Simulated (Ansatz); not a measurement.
# InSe: the cost of one run

Program: Ansatz 0.2.0. Level of theory: DFT PBE+D3(BJ), scalar-relativistic, plane waves, PAW. These are calculated values, not measurements.

A COD entry behind a cell of this session may itself be a prediction, so a difference from it is no test against experiment.

3 further runs of the same task are left out: 1 that didn't finish, 2 set aside as unsound or not needed.

## (1) The structure to begin with

Symmetry: R3m, No. 160, trigonal system. The conventional cell has a = 4.036 Å, b = 4.036 Å, c = 24.910 Å, α = 90.00°, β = 90.00°, γ = 120.00°. Around In (site symmetry 3m) lie 3 Se at 2.66 Å and 1 In at 2.79 Å. Se (site symmetry 3m) has 3 In at 2.66 Å as nearest neighbours.

Structure file:

```xyz
4
Lattice="2.0182 1.1652 8.3033 -2.0182 1.1652 8.3033 0.0000 -2.3304 8.3033" Properties=species:S:1:pos:R:3 pbc="T T T"
In    0.0000    0.0000    0.0012
In    0.0000    0.0000    2.7943
Se    0.0000    0.0000   15.3231
Se    0.0000    0.0000   20.6837
```

It is the result of an earlier relaxation at this level (volume 29.29 Å³/atom; gap on the mesh: 0.30 eV).

## (2) The slab

Planes are indexed in the bulk's conventional cell (R3m (No. 160)), a = 4.036 Å, b = 4.036 Å, c = 24.910 Å, α = 90.00°, β = 90.00°, γ = 120.00°.

A (001) slab, 13.7 Å thick as cut, with 17 Å of vacuum; its outer planes are Se (top) and Se (bottom).

The slab as cut. Layers, bottom to top:

```csv
plane,atoms per cell,height over the lowest (Å)
1,Se,0.00
2,In,1.28
3,In,4.08
4,Se,5.36
5,Se,8.30
6,In,9.59
7,In,12.38
8,Se,13.66
```

## (3) Relaxing the clean slab

Input file input.yaml:

```yaml
crystal:
  lattice:
    - [4.0363944497, 0.0, 0.0]
    - [-2.0181972249, 3.4956201332, 0.0]
    - [0.0, 0.0, 30.6639201529]
  atoms:
    - { symbol: Se, position: [0.0, 0.0, 0.277198739] }
    - { symbol: In, position: [0.6666666667, 0.3333333333, 0.3190300538] }
    - { symbol: In, position: [0.6666666667, 0.3333333333, 0.4101187073] }
    - { symbol: Se, position: [0.0, 0.0, 0.4520164087] }
    - { symbol: Se, position: [0.6666666667, 0.3333333333, 0.5479835913] }
    - { symbol: In, position: [0.3333333333, 0.6666666667, 0.5898149061] }
    - { symbol: In, position: [0.3333333333, 0.6666666667, 0.6809035596] }
    - { symbol: Se, position: [0.6666666667, 0.3333333333, 0.722801261] }
basis:
  ecutwfc: 420
kpoints:
  mp_grid: { grid: [9, 9, 1] }
hamiltonian:
  xc: pbe
  dispersion: d3bj
scf:
  occupations: { method: gaussian, width: 0.05 }
output:
  forces: true
  eigenvalues: true
  write_density: true
  write_potential: true
  elf: true
  volumetric_format: npy
relax:
  adjacent_minimum: "off"
  f_tol: 0.03
  max_steps: 70
  constraints: [{ sites: [0, 1, 2, 3] }]
efield:
  axis: 3
  dipole_correction: true
  ramp_width: 0.04
```

Started as:

```bash
> ansatz run input.yaml --threads 2 --pin off --max-ram 5120MiB --backend cpu --events-out ev --progress --plain --runs-dir out
```

What time and memory should one allow on 2 threads of Intel Xeon Platinum 8488C (Sapphire Rapids), shared host?

About 33 s, with a peak of 0.93 GiB.
